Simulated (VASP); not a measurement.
Write the native input for VASP 6.6.1 that does the following.

```yaml
Task: relaxation of cell and atoms
Functional: LDA
Potentials_or_basis: VASP PAW LDA potentials, release 64 (Zn, S)
Cutoff: 600 eV
k_mesh: 10 × 10 × 10
Occupations: gaussian, width 0.03 eV
Spin: no spin polarisation
Further_INCAR_settings: ALGO = Normal; EDIFF = 1e-07; IBRION = 2; EDIFFG = -0.005; NSW = 90; ISIF = 3
```

The structure of ZnS lies in POSCAR:

```
ZnS                                     
1.0
   -0.0000000000      2.6510812127      2.6510812127
    2.6510812127      0.0000000000      2.6510812127
    2.6510812127      2.6510812127     -0.0000000000
  Zn              S             
     1     1
Direct
     0.2500000000000000    0.2500000000000000    0.2500000000000000
     0.0000000000000000    0.0000000000000000    0.0000000000000000
```

These files were run (other wordings do the same):

INCAR

```
SYSTEM = ZnS
PREC = Accurate
ENCUT = 600
EDIFF = 1E-7
ISMEAR = 0
SIGMA = 0.03
LREAL = .False.
LASPH = .True.
NELM = 80
ALGO = Normal
ISIF = 3
LWAVE = .False.
LCHARG = .False.
IBRION = 2
NSW = 90
EDIFFG = -0.005
```

KPOINTS

```
regular mesh
0
Gamma
  10 10 10
  0 0 0
```

Potentials or basis: VASP PAW LDA potentials, release 64 (Zn, S).

Launch:

```console
$ cat potpaw_LDA.64/Zn/POTCAR potpaw_LDA.64/S/POTCAR > POTCAR
$ mpirun -np 1 vasp_std > vasp.out
```

Results of the run:

| Quantity | Value |
| --- | --- |
| Pressure after relaxing | 0.0 GPa |
| Band gap on the k mesh | 2.15 eV, direct |

Caveat: the relaxation stopped at its first step, so nothing moved.

Wall time 13 s on 1 thread of Intel(R) Xeon(R) 6975P-C (Granite Rapids) (shared host), peak memory 0.15 GiB.
